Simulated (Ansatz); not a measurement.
Input of an Ansatz 0.2.0 run:

input.yaml

```yaml
crystal:
  lattice:
    - [5.876, 0.0, 0.0]
    - [0.0, 5.476, 0.0]
    - [0.0, 0.0, 4.743]
  atoms:
    - { symbol: Pb, position: [0.769, 0.514, 0.25] }
    - { symbol: Pb, position: [0.231, 0.486, 0.75] }
    - { symbol: Pb, position: [0.769, 0.986, 0.75] }
    - { symbol: Pb, position: [0.231, 0.014, 0.25] }
    - { symbol: O, position: [0.132, 0.582, 0.25] }
    - { symbol: O, position: [0.868, 0.418, 0.75] }
    - { symbol: O, position: [0.132, 0.918, 0.75] }
    - { symbol: O, position: [0.868, 0.082, 0.25] }
hamiltonian:
  xc: pbesol
  pseudopotentials: { kind: paw_fr }
magnetization:
  noncollinear: true
  spin_orbit: true
kpoints:
  mp_grid: { grid: [5, 5, 6] }
  band_path:
    path:
      - [[0.0, 0.0, 0.0], [0.0, 0.0, -0.5], [0.0, -0.5, -0.5], [0.0, -0.5, 0.0], [0.0, 0.0, 0.0], [-0.5, 0.0, 0.0], [-0.5, 0.0, -0.5], [-0.5, -0.5, -0.5], [-0.5, -0.5, 0.0], [-0.5, 0.0, 0.0]]
      - [[0.0, -0.5, 0.0], [-0.5, -0.5, 0.0]]
      - [[-0.5, 0.0, -0.5], [0.0, 0.0, -0.5]]
      - [[0.0, -0.5, -0.5], [-0.5, -0.5, -0.5]]
    npoints: 10
scf:
  occupations: { method: fermi_dirac, width: 0.05 }
  n_extra_bands: 20
output:
  forces: true
  stress: true
  eigenvalues: true
  fatbands: false
```

Potentials or basis: Ansatz PAW.

Launch:

```console
$ ansatz run input.yaml --threads 4 --pin off --max-ram 11264MiB --backend cpu --events-out ev --progress --plain --runs-dir out
```

**Question.** Predict the pressure.

**Answer.** -2.0 GPa.

**Question.** Predict the largest force.

**Answer.** 0.932 eV/Å.

**Question.** Predict the band gap along the path.

**Answer.** 1.81 eV, indirect (least direct gap 2.01 eV).

**Question.** Predict the band gap on the k mesh.

**Answer.** 1.80 eV, indirect (least direct gap 1.99 eV).

Forces in eV/Å, atoms in the order of the input:
```
Pb   0.067 -0.929  0.000
Pb  -0.067  0.929  0.000
Pb   0.067  0.929  0.000
Pb  -0.067 -0.929  0.000
O    0.555  0.346  0.000
O   -0.555 -0.346  0.000
O    0.555 -0.346  0.000
O   -0.555  0.346  0.000
```

Caveat: the pressure holds a Pulay correction of +0.3 GPa for the finite cutoff; the cell's inner coordinates are idealised or old, which leaves forces on the atoms; the PAW data sets come from PBE, with cores solved anew for the run's functional, which leaves a small shift of forces and pressure. Expect the measured gap to be larger: semilocal functionals such as PBEsol lack the derivative discontinuity.
